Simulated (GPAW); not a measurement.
Write an ASE script for GPAW 26.7.0 that does the following.

* Task: relaxation of cell and atoms
* Functional: r2SCAN
* Dispersion: D4
* Potentials or basis: GPAW PAW data sets (gpaw-data 1.2.1)
* Cutoff: 800 eV
* Basis: pw
* k mesh: 6 × 6 × 3
* Occupations: fermi-dirac, width 0.05 eV
* Spin: no spin polarisation
* Maxiter: 150
* Optimizer: BFGS
* Fmax: 0.05 eV/Å
* Max steps: 60

The structure of La lies in La.cif:

```cif
data_La
_cell_length_a 3.75000000
_cell_length_b 3.75000000
_cell_length_c 6.07000000
_cell_angle_alpha 90.00000000
_cell_angle_beta 90.00000000
_cell_angle_gamma 120.00000000
_space_group_name_H-M_alt 'P1'
_space_group_name_Hall 'P 1'
_space_group_IT_number 1
loop_
_space_group_symop_operation_xyz
'x,y,z'
loop_
_atom_site_label
_atom_site_type_symbol
_atom_site_symmetry_multiplicity
_atom_site_Wyckoff_symbol
_atom_site_fract_x
_atom_site_fract_y
_atom_site_fract_z
_atom_site_occupancy
La1 La 1 a 0.6666666667 0.3333333333 0.7500000000 1
La2 La 1 a 0.3333333333 0.6666666667 0.2500000000 1
```

This isn't the form of La at room conditions, which is double hcp.

These files were run (other wordings do the same):

run.py

```python
from ase.calculators.mixing import SumCalculator
from ase.filters import FrechetCellFilter
from ase.io import read, write
from ase.optimize import BFGS
from dftd4.ase import DFTD4
from gpaw import GPAW, PW

atoms = read('La.cif')

calc = GPAW(mode=PW(800),
            xc='MGGA_X_R2SCAN+MGGA_C_R2SCAN',
            kpts={'size': (6, 6, 3), 'gamma': True},
            occupations={'name': 'fermi-dirac', 'width': 0.05},
            nbands=28,
            convergence={'density': 1e-05, 'energy': 1e-05},
            maxiter=150,
            txt='gpaw.txt')
atoms.calc = SumCalculator([calc, DFTD4(method='r2scan')])
opt = BFGS(FrechetCellFilter(atoms), trajectory='relax.traj', logfile='-')
done = opt.run(fmax=0.05, steps=60)
calc.write('gs.gpw')
write('result.traj', atoms)
print('Converged:', done)
print('Cell:', atoms.cell.cellpar().round(4))
print('Volume:', round(atoms.get_volume(), 4))
print(atoms.get_scaled_positions().round(5))
```

Potentials or basis: GPAW PAW data sets (gpaw-data 1.2.1), pw.

Command:

```bash
$ OMP_NUM_THREADS=1 python run.py
```

Results of the run:

- Relaxed volume: 37.55 Å³/atom
- Relaxed cell: a = 3.829 Å, b = 3.829 Å, c = 5.916 Å, α = 90.00°, β = 90.00°, γ = 120.00°
- Space group after relaxing (to 0.05 Å): P6_3/mmc (No. 194)
- Energy gained by relaxing: 6.8 meV/atom
- Ionic steps: 6
- Pressure after relaxing: -0.1 GPa
- Band gap on the k mesh: none (metal or under the smearing width)
- Dispersion energy per atom: -0.085 eV

Caveat: one-centre terms of the f shell are cut off; later steps reuse the first step's grids; the PAW data sets were made with another functional, which shifts forces and pressure a little; pairwise dispersion overbinds metals, which lowers pressure and volume.

It took 4.4 min on 1 thread of AMD EPYC 9R45 96-Core Processor (Zen 5), on a shared host, peak memory 4.8 GiB.
